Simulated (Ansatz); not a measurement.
## Os under changes of volume

One of the cells (13.982 Å³/atom); the others are scaled copies at fixed shape and fractional positions:

```
CELL_PARAMETERS angstrom
2.73410 0.00000 0.00000
-1.36705 2.36780 0.00000
0.00000 0.00000 4.31970
ATOMIC_POSITIONS crystal
Os 0.66667 0.33333 0.75000
Os 0.33333 0.66667 0.25000
```

| Property | Result |
| --- | --- |
| Program | Ansatz 0.2.0 |
| Functional | PBE |
| Potentials or basis | Ansatz PAW |
| Cutoff | 420 eV (not typed: the program's choice for these potentials) |
| k mesh | 11 × 11 × 6 |
| Occupations | fermi-dirac, width 0.05 eV |
| Spin | no spin polarisation |

```tsv
volume (Å³/atom)	energy over the lowest point (meV/atom)	pressure (GPa)
13.143	131.26	40.2
13.423	71.58	28.5
13.703	31.15	18.1
13.982	7.90	8.8
14.262	0.00	0.5
14.542	5.80	-6.9
14.821	?	?
```

What does the run at 14.821 Å³/atom give?

Energy over the lowest point 23.83 meV/atom; pressure -13.5 GPa.

Worked out: A Birch-Murnaghan fit of order 3 (a polynomial in V^(-2/3)) to the other rows has its minimum at 14.28 Å³/atom with B0 = V·E''(V) = 399 GPa and B' = 4.7 at fixed shape and positions, which overstates the stiffness. It gives 23.86 meV/atom at 14.821 Å³/atom, against the run's 23.83, and -dE/dV = -13.6 GPa, against -13.5.

Energies are extrapolated to zero smearing.
